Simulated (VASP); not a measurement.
Computed with LDA (Ceperley-Alder, Perdew-Zunger), VASP's LDA PAW potentials (set 64) (plane waves; VASP 6.6.1).

Input for VASP

**POSCAR**
```
ZrO2
1
    0.0000000000     2.5161928677     2.5161928677
    2.5161928677     0.0000000000     2.5161928677
    2.5161928677     2.5161928677     0.0000000000
Zr O
1 2
Direct
  0.0000000000   0.0000000000   0.0000000000
  0.2500000000   0.2500000000   0.2500000000
  0.7500000000   0.7500000000   0.7500000000
```

File KPOINTS:
```
K-points
0
Gamma
8 8 8
```

### INCAR
```
ALGO = Normal   # blocked Davidson
ENCUT = 520
SYSTEM = ZrO2
LMAXMIX = 4   # l cut-off of mixed one-centre charges
LASPH = .TRUE.   # aspherical one-centre terms
NSW = 1
LCHARG = .FALSE.
LEPSILON = .TRUE.
EDIFF = 1E-8   # SCF stop (eV)
IBRION = 8   # DFPT with symmetry
NELM = 100
LWAVE = .FALSE.
PREC = Accurate
ISMEAR = 0   # Gaussian
LREAL = .FALSE.   # projection in real space or not
SIGMA = 0.01   # width (eV)
```

POTCAR, in this order: Zr_sv O (LDA.64 set). Program: vasp_std.

The run wrote:

### OSZICAR
```
...
RMM:   7    -0.442083919842E+00   -0.36573E-03   -0.26537E-04  4068   0.604E-02    0.593E-03
RMM:   8    -0.442072796017E+00    0.11124E-04   -0.14393E-04  4235   0.280E-02    0.279E-03
RMM:   9    -0.442092573740E+00   -0.19778E-04   -0.10900E-04  4276   0.135E-02    0.764E-04
RMM:  10    -0.442102540901E+00   -0.99672E-05   -0.59224E-05  4459   0.665E-03    0.708E-04
RMM:  11    -0.442108369707E+00   -0.58288E-05   -0.39903E-05  4231   0.362E-03    0.285E-04
RMM:  12    -0.442111227500E+00   -0.28578E-05   -0.23996E-05  4323   0.208E-03    0.151E-04
RMM:  13    -0.442110637871E+00    0.58963E-06   -0.16611E-05  4102   0.108E-03    0.106E-04
RMM:  14    -0.442111063092E+00   -0.42522E-06   -0.10002E-05  3726   0.590E-04    0.346E-05
RMM:  15    -0.442111252578E+00   -0.18949E-06   -0.71871E-06  3472   0.350E-04    0.113E-05
RMM:  16    -0.442111306830E+00   -0.54253E-07   -0.43142E-06  2623   0.208E-04    0.217E-05
RMM:  17    -0.442110859196E+00    0.44763E-06   -0.31198E-06  2718   0.162E-04    0.889E-05
RMM:  18    -0.442111329718E+00   -0.47052E-06   -0.19335E-06  2460   0.129E-04    0.316E-05
RMM:  19    -0.442111484392E+00   -0.15467E-06   -0.13543E-06  1975   0.100E-04    0.158E-05
RMM:  20    -0.442111600591E+00   -0.11620E-06   -0.88215E-07  1938   0.895E-05    0.379E-06
 Linear response to external field, progress :
  Direction:   3
       N       E                     dE             d eps       ncg     rms          rms(c)
RMM:   1    -0.422832598506E+00   -0.42283E+00   -0.17568E+00  3972   0.442E+00
RMM:   2    -0.438789976298E+00   -0.15957E-01   -0.36599E-02  3736   0.981E-01    0.950E-01
RMM:   3    -0.431104892431E+00    0.76851E-02   -0.18391E-02  3437   0.926E-01    0.526E-01
RMM:   4    -0.438176593828E+00   -0.70717E-02   -0.94719E-03  3468   0.869E-01    0.116E-01
RMM:   5    -0.441343321122E+00   -0.31667E-02   -0.35972E-03  3959   0.313E-01    0.311E-02
RMM:   6    -0.441719285118E+00   -0.37596E-03   -0.67946E-04  4129   0.122E-01    0.252E-02
RMM:   7    -0.442083181595E+00   -0.36390E-03   -0.24118E-04  4067   0.604E-02    0.584E-03
RMM:   8    -0.442072569124E+00    0.10612E-04   -0.20185E-04  4216   0.278E-02    0.289E-03
RMM:   9    -0.442092423808E+00   -0.19855E-04   -0.11511E-04  4303   0.137E-02    0.703E-04
RMM:  10    -0.442102757572E+00   -0.10334E-04   -0.74164E-05  4468   0.656E-03    0.705E-04
RMM:  11    -0.442108192570E+00   -0.54350E-05   -0.45465E-05  4255   0.361E-03    0.317E-04
RMM:  12    -0.442110889567E+00   -0.26970E-05   -0.29929E-05  4323   0.205E-03    0.112E-04
RMM:  13    -0.442110486454E+00    0.40311E-06   -0.18842E-05  4093   0.106E-03    0.110E-04
RMM:  14    -0.442111131269E+00   -0.64481E-06   -0.12361E-05  3811   0.602E-04    0.830E-06
 Linear response DOF=           2
 Linear response progress:
  Degree of freedom:   1/  2
       N       E                     dE             d eps       ncg     rms          rms(c)
RMM:   1    -0.709362556789E+00   -0.70936E+00    0.18460E+00  2374   0.137E+01
RMM:   2    -0.665732072264E+00    0.43630E-01   -0.10376E-01  2939   0.246E+00    0.208E-01
RMM:   3    -0.667573022071E+00   -0.18409E-02   -0.32949E-02  3426   0.755E-01    0.794E-02
RMM:   4    -0.669331238411E+00   -0.17582E-02   -0.10284E-02  4285   0.328E-01    0.466E-02
RMM:   5    -0.669690762811E+00   -0.35952E-03   -0.66632E-04  4214   0.113E-01    0.182E-02
RMM:   6    -0.669644852379E+00    0.45910E-04   -0.15476E-04  4285   0.519E-02    0.175E-03
RMM:   7    -0.669635934915E+00    0.89175E-05   -0.32757E-05  4394   0.228E-02    0.221E-03
RMM:   8    -0.669631897890E+00    0.40370E-05   -0.10729E-05  4356   0.119E-02    0.976E-04
RMM:   9    -0.669632842461E+00   -0.94457E-06   -0.19272E-05  4373   0.669E-03    0.184E-04
RMM:  10    -0.669635028890E+00   -0.21864E-05   -0.12381E-05  4531   0.386E-03    0.238E-04
RMM:  11    -0.669635342240E+00   -0.31335E-06   -0.90608E-06  4666   0.243E-03    0.263E-04
RMM:  12    -0.669633262786E+00    0.20795E-05   -0.77445E-06  4271   0.172E-03    0.409E-04
RMM:  13    -0.669634862197E+00   -0.15994E-05   -0.60296E-06  4060   0.124E-03    0.313E-04
RMM:  14    -0.669637411979E+00   -0.25498E-05   -0.47958E-06  4056   0.962E-04    0.210E-04
RMM:  15    -0.669642357869E+00   -0.49459E-05   -0.37161E-06  3761   0.963E-04    0.169E-04
RMM:  16    -0.669640678622E+00    0.16792E-05   -0.29959E-06  3797   0.598E-04    0.111E-04
RMM:  17    -0.669640304116E+00    0.37451E-06   -0.24394E-06  4036   0.432E-04    0.635E-05
RMM:  18    -0.669640601905E+00   -0.29779E-06   -0.20754E-06  4327   0.315E-04    0.454E-05
RMM:  19    -0.669640864575E+00   -0.26267E-06   -0.16096E-06  4441   0.235E-04    0.426E-05
RMM:  20    -0.669642042874E+00   -0.11783E-05   -0.13473E-06  4007   0.233E-04    0.222E-05
RMM:  21    -0.669641812497E+00    0.23038E-06   -0.10758E-06  4008   0.158E-04    0.267E-05
RMM:  22    -0.669641501885E+00    0.31061E-06   -0.88235E-07  3827   0.138E-04    0.955E-06
RMM:  23    -0.669641587531E+00   -0.85646E-07   -0.72608E-07  4338   0.103E-04    0.395E-06
RMM:  24    -0.669641614146E+00   -0.26615E-07   -0.60249E-07  4526   0.792E-05    0.383E-06
RMM:  25    -0.669641680823E+00   -0.66678E-07   -0.48433E-07  4010   0.648E-05    0.301E-06
RMM:  26    -0.669641714497E+00   -0.33674E-07   -0.40503E-07  3877   0.529E-05    0.255E-06
RMM:  27    -0.669641762588E+00   -0.48091E-07   -0.32740E-07  3886   0.450E-05    0.119E-06
RMM:  28    -0.669641768981E+00   -0.63926E-08   -0.27038E-07  2839   0.367E-05    0.140E-06
RMM:  29    -0.669641803355E+00   -0.34375E-07   -0.21968E-07  3529   0.322E-05    0.571E-07
RMM:  30    -0.669641842720E+00   -0.39364E-07   -0.18111E-07  3512   0.278E-05    0.652E-07
RMM:  31    -0.669641822717E+00    0.20003E-07   -0.14706E-07  2485   0.235E-05    0.529E-07
RMM:  32    -0.669641837038E+00   -0.14321E-07   -0.12026E-07  2225   0.205E-05    0.310E-07
RMM:  33    -0.669641849341E+00   -0.12303E-07   -0.98721E-08  2384   0.183E-05    0.174E-07
RMM:  34    -0.669641852287E+00   -0.29465E-08   -0.80777E-08  2049   0.163E-05    0.341E-07
 Linear response progress:
  Degree of freedom:   2/  2
       N       E                     dE             d eps       ncg     rms          rms(c)
RMM:   1    -0.370748374571E+00   -0.37075E+00    0.17036E-01  6627   0.399E+00
RMM:   2    -0.357535830951E+00    0.13213E-01   -0.14954E-02  5657   0.801E-01    0.222E-01
RMM:   3    -0.359119277851E+00   -0.15834E-02   -0.27722E-03  6080   0.310E-01    0.118E-01
RMM:   4    -0.360959084684E+00   -0.18398E-02   -0.94051E-04  5827   0.206E-01    0.243E-02
RMM:   5    -0.361101372221E+00   -0.14229E-03   -0.38299E-04  6928   0.755E-02    0.843E-03
RMM:   6    -0.361135692498E+00   -0.34320E-04   -0.44195E-05  7156   0.268E-02    0.529E-03
RMM:   7    -0.361109933570E+00    0.25759E-04   -0.94143E-06  6878   0.124E-02    0.175E-03
RMM:   8    -0.361119295838E+00   -0.93623E-05   -0.11579E-05  7301   0.588E-03    0.895E-04
RMM:   9    -0.361125595987E+00   -0.63001E-05   -0.76848E-06  7450   0.283E-03    0.531E-04
RMM:  10    -0.361129006421E+00   -0.34104E-05   -0.39686E-06  7237   0.155E-03    0.257E-04
RMM:  11    -0.361128050502E+00    0.95592E-06   -0.12827E-06  7573   0.904E-04    0.343E-05
RMM:  12    -0.361127973122E+00    0.77380E-07   -0.18618E-06  7880   0.464E-04    0.360E-05
RMM:  13    -0.361128147114E+00   -0.17399E-06   -0.86346E-07  7578   0.249E-04    0.114E-05
RMM:  14    -0.361128089863E+00    0.57251E-07   -0.52107E-07  7799   0.139E-04    0.120E-05
RMM:  15    -0.361128146750E+00   -0.56888E-07   -0.27083E-07  7379   0.839E-05    0.316E-06
RMM:  16    -0.361128155168E+00   -0.84176E-08   -0.18363E-07  7841   0.506E-05    0.151E-06
RMM:  17    -0.361128160470E+00   -0.53021E-08   -0.86977E-08  7419   0.313E-05    0.188E-06
 Linear response finished
```

### OUTCAR
```
------------------------ aborting loop because EDIFF is reached ----------------------------------------

 HEAD OF MICROSCOPIC STATIC DIELECTRIC TENSOR (INDEPENDENT PARTICLE, excluding Hartree and local field effects)
 ------------------------------------------------------
           6.022530     0.000000     0.000000
          -0.000000     6.022530     0.000000
           0.000000    -0.000000     6.022530
 ------------------------------------------------------

 MACROSCOPIC STATIC DIELECTRIC TENSOR (including local field effects in DFT)
 ------------------------------------------------------
           5.819585    -0.000000     0.000000
           0.000000     5.819585    -0.000000
           0.000000    -0.000000     5.819585
 ------------------------------------------------------

 PIEZOELECTRIC TENSOR (including local field effects)  for field in x, y, z        (e  Angst)
          XX          YY          ZZ          XY          YZ          ZX
  --------------------------------------------------------------------------------
  x     0.00000     0.00000     0.00000     0.00000     0.00000     0.00000
  y     0.00000     0.00000     0.00000     0.00000     0.00000     0.00000
  z     0.00000     0.00000     0.00000     0.00000     0.00000     0.00000

 PIEZOELECTRIC TENSOR (including local field effects)  for field in x, y, z        (C/m^2)
          XX          YY          ZZ          XY          YZ          ZX
  --------------------------------------------------------------------------------
  x     0.00000     0.00000     0.00000     0.00000     0.00000     0.00000
  y     0.00000     0.00000     0.00000     0.00000     0.00000     0.00000
  z     0.00000     0.00000     0.00000     0.00000     0.00000     0.00000

 BORN EFFECTIVE CHARGES (including local field effects) (in |e|, cummulative output)
 ---------------------------------------------------------------------------------
 ion    1
    1     5.74192     0.00000     0.00000
    2    -0.00000     5.74192     0.00000
    3     0.00000     0.00000     5.74192
 ion    2
    1    -2.87096     0.00000     0.00000
    2     0.00000    -2.87096     0.00000
    3     0.00000     0.00000    -2.87096
 ion    3
    1    -2.87096     0.00000     0.00000
    2     0.00000    -2.87096     0.00000
    3     0.00000     0.00000    -2.87096

   1 f  =   17.381179 THz   109.209167 2PiTHz  579.773717 cm-1    71.882747 meV
             X         Y         Z           dx          dy          dz
      0.000000  0.000000  0.000000    -0.000000   -0.000000   -0.000000
      1.258096  1.258096  1.258096    -0.695864   -0.125591    0.000000
      3.774289  3.774289  3.774289     0.695864    0.125591   -0.000000

   2 f  =   17.381179 THz   109.209167 2PiTHz  579.773717 cm-1    71.882747 meV
             X         Y         Z           dx          dy          dz
      0.000000  0.000000  0.000000    -0.000000   -0.000000   -0.000000
      1.258096  1.258096  1.258096     0.125591   -0.695864    0.000000
      3.774289  3.774289  3.774289    -0.125591    0.695864   -0.000000

   3 f  =   17.381179 THz   109.209167 2PiTHz  579.773717 cm-1    71.882747 meV
             X         Y         Z           dx          dy          dz
      0.000000  0.000000  0.000000    -0.000000    0.000000   -0.000000
      1.258096  1.258096  1.258096    -0.000000    0.000000    0.707107
      3.774289  3.774289  3.774289     0.000000   -0.000000   -0.707107

   4 f  =    7.945873 THz    49.925390 2PiTHz  265.045782 cm-1    32.861474 meV
             X         Y         Z           dx          dy          dz
      0.000000  0.000000  0.000000     0.507711   -0.003980    0.050230
      1.258096  1.258096  1.258096    -0.605176    0.004745   -0.059873
      3.774289  3.774289  3.774289    -0.605176    0.004745   -0.059873

   5 f  =    7.945873 THz    49.925390 2PiTHz  265.045782 cm-1    32.861474 meV
             X         Y         Z           dx          dy          dz
      0.000000  0.000000  0.000000     0.004000    0.510189    0.000000
      1.258096  1.258096  1.258096    -0.004768   -0.608130   -0.000000
      3.774289  3.774289  3.774289    -0.004768   -0.608130   -0.000000

   6 f  =    7.945873 THz    49.925390 2PiTHz  265.045782 cm-1    32.861474 meV
             X         Y         Z           dx          dy          dz
      0.000000  0.000000  0.000000     0.050229   -0.000394   -0.507726
      1.258096  1.258096  1.258096    -0.059871    0.000469    0.605195
      3.774289  3.774289  3.774289    -0.059871    0.000469    0.605195

   7 f/i=    0.005611 THz     0.035256 2PiTHz    0.187169 cm-1     0.023206 meV
             X         Y         Z           dx          dy          dz
      0.000000  0.000000  0.000000     0.647459    0.513207   -0.238970
      1.258096  1.258096  1.258096     0.271592    0.215277   -0.100241
      3.774289  3.774289  3.774289     0.271592    0.215277   -0.100241

   8 f/i=    0.005611 THz     0.035256 2PiTHz    0.187169 cm-1     0.023206 meV
             X         Y         Z           dx          dy          dz
      0.000000  0.000000  0.000000    -0.314138    0.023673   -0.800280
      1.258096  1.258096  1.258096    -0.131773    0.009930   -0.335696
      3.774289  3.774289  3.774289    -0.131773    0.009930   -0.335696

   9 f/i=    0.005611 THz     0.035256 2PiTHz    0.187169 cm-1     0.023206 meV
             X         Y         Z           dx          dy          dz
      0.000000  0.000000  0.000000     0.470962   -0.689746   -0.205272
      1.258096  1.258096  1.258096     0.197556   -0.289330   -0.086106
      3.774289  3.774289  3.774289     0.197556   -0.289330   -0.086106

 MACROSCOPIC STATIC DIELECTRIC TENSOR IONIC CONTRIBUTION
 ------------------------------------------------------
          30.556497    -0.000000     0.000000
          -0.000000    30.556497     0.000000
           0.000000     0.000000    30.556497
 ------------------------------------------------------

 ELASTIC MODULI CONTR FROM IONIC RELAXATION (kBar)
 Direction    XX          YY          ZZ          XY          YZ          ZX
 --------------------------------------------------------------------------------
 XX          -0.0000     -0.0000     -0.0000      0.0000      0.0000     -0.0000
...
```
(Selected blocks of OUTCAR.)

The compound is ZrO2 in the fluorite structure, the high-temperature cubic form, which is unstable at 0 K; the monoclinic form is the stable one. It was relaxed first.
